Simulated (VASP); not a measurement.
A run of VASP 6.6.1 is set up as follows.

The input INCAR:

```
SYSTEM = TePb
  PREC = Accurate
  ENCUT = 520
  EDIFF = 1E-7
  ISMEAR = -1
  SIGMA = 0.05
  LREAL = .False.
  LASPH = .True.
  NELM = 80
  ALGO = Normal
  ISIF = 2
  LWAVE = .False.
  LCHARG = .False.
  GGA = PE
  NBANDS = 17
```

Contents of KPOINTS:

```
regular mesh
0
Gamma
  7 7 7
  0 0 0
```

POSCAR

```
TePb
1.0
    4.0022870000      0.0000000000      0.0000000000
    0.0000000000      4.0022870000      0.0000000000
    0.0000000000      0.0000000000      4.0022870000
Pb Te
1 1
Direct
    0.0000000000      0.0000000000      0.0000000000
    0.5000000000      0.5000000000      0.5000000000
```

Potentials or basis: VASP PAW PBE potentials, release 64 (Pb_d, Te).

Launch:

```bash
$ cat potpaw_PBE.64/Pb_d/POTCAR potpaw_PBE.64/Te/POTCAR > POTCAR
$ mpirun -np 1 vasp_std > vasp.out
```

(1) Predict the pressure.

(2) Predict the band gap on the k mesh.

Results:

(1) 0.0 GPa.

(2) none (metal or under the smearing width).
